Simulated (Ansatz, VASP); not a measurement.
MnO: VASP beside Ansatz

```
Mn O
1.0
     0.00000    2.22391    2.22391
     2.22391    0.00000    2.22391
     2.22391    2.22391    0.00000
Mn O
1 1
Direct
  0.00000 0.00000 0.00000
  0.50000 0.50000 0.50000
```

The cell is a database's computed one.

Alike in both runs: task single point; functional RPBE; dispersion D4; k mesh 10 × 10 × 10; occupations fermi-dirac, width 0.05 eV; collinear spin.

|  | VASP | Ansatz |
| --- | --- | --- |
| version | VASP 6.6.1 | Ansatz 0.2.0 |
| potentials or method | VASP PAW PBE potentials, release 64 (Mn_pv, O) | Ansatz PAW |
| plane-wave cutoff (eV) | 520 | 420 |
| valence electrons in the cell | 19 | 21 |

Ansatz gave:

```
gap on the k mesh at the Fermi level (eV)                     : none
pressure (GPa)                                                : -1.2
net moment per atom (μB)                                      : 2.41
size of the moment on the site where the two differ most (μB) : 4.09
dispersion energy (meV/atom)                                  : -670.0
```

Task: What did VASP give for the same quantities?

Result: gap on the k mesh at the Fermi level (eV): none; pressure (GPa): -1.0; net moment per atom (μB): 2.41; size of the moment on the site where the two differ most (μB): 4.38; dispersion energy (meV/atom): -669.9.

Site moments also hang on the region over which each program counts them. A gap of «none» marks a metal or a gap that the smearing closes. The two sets of potentials don't hold the same shells in valence.

Caveats: a cell with one magnetic atom can't hold antiferromagnetic order, which such compounds often take; semilocal functionals often make such compounds metallic where correlation or magnetic order opens a gap, which also shifts bond lengths; pairwise dispersion overbinds metals, which lowers pressure and volume; the PAW data sets were made with another functional, which shifts forces and pressure a little (VASP); the pressure holds a Pulay correction of +0.6 GPa for the finite cutoff (Ansatz); the PAW data sets come from PBE, with cores solved anew for the run's functional, which leaves a small shift of forces and pressure (Ansatz).
